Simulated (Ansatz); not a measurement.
# Si: one candidate structure

Where does Si go from the start given, grey arsenic (A7) type (R-3m, No. 166)?

Computed with Ansatz 0.2.0 (DFT PBEsol, scalar-relativistic, plane waves, PAW, unless a step's input says otherwise).

## Step 1: The structure to begin with

Symmetry: R-3m, No. 166, trigonal system. Conventional cell: a = 3.744 Å, b = 3.744 Å, c = 10.415 Å, α = 90.00°, β = 90.00°, γ = 120.00°. Si (site symmetry 3m) is surrounded by 3 Si at 2.51 Å.

Coordinates:

```cif
data_structure
_symmetry_space_group_name_H-M 'R-3m:H'
_symmetry_Int_Tables_number 166
_cell_length_a 3.7444
_cell_length_b 3.7444
_cell_length_c 10.4152
_cell_angle_alpha 90.000
_cell_angle_beta 90.000
_cell_angle_gamma 120.000
_cell_volume 126.46
loop_
_atom_site_label
_atom_site_type_symbol
_atom_site_symmetry_multiplicity
_atom_site_Wyckoff_symbol
_atom_site_fract_x
_atom_site_fract_y
_atom_site_fract_z
_atom_site_occupancy
Si1 Si 6 c 0.33333 0.66667 0.89421 1
```

(A quick probe on a coarse mesh, which set the mesh and smearing, is not shown.)

## Step 3: Coarse relaxation

input.yaml

```yaml
crystal:
  lattice:
    - [1.8721823521, 1.080904985, 3.4717377103]
    - [-1.8721823521, 1.080904985, 3.4717377103]
    - [0.0, -2.1618099699, 3.4717377103]
  atoms:
    - { symbol: Si, position: [0.22754, 0.22754, 0.22754] }
    - { symbol: Si, position: [0.77246, 0.77246, 0.77246] }
basis:
  ecutwfc: 420
kpoints:
  mp_grid: { grid: [6, 6, 6] }
hamiltonian:
  xc: pbesol
scf:
  occupations: { method: gaussian, width: 0.1 }
  lower_state_search: "off"
output:
  forces: true
  stress: true
  eigenvalues: true
relax:
  adjacent_minimum: "off"
  f_tol: 0.04
  max_steps: 70
  cell: { stress_tol: 0.4 }
```

Further runs follow: relaxing cell and atoms.

Before running it: what results should come out?

As calculated:

| quantity | value |
| --- | --- |
| cell (conventional) | a = 3.485 Å, b = 3.485 Å, c = 4.516 Å, α = 90.00°, β = 90.00°, γ = 120.00° |
| space group | R-3m (No. 166) |
| volume | 15.83 Å³/atom |
| gap on the mesh | none (metal) |

What this shows: The space group stayed R-3m, and from the first guess the volume went from 21.08 to 15.83 Å³/atom.
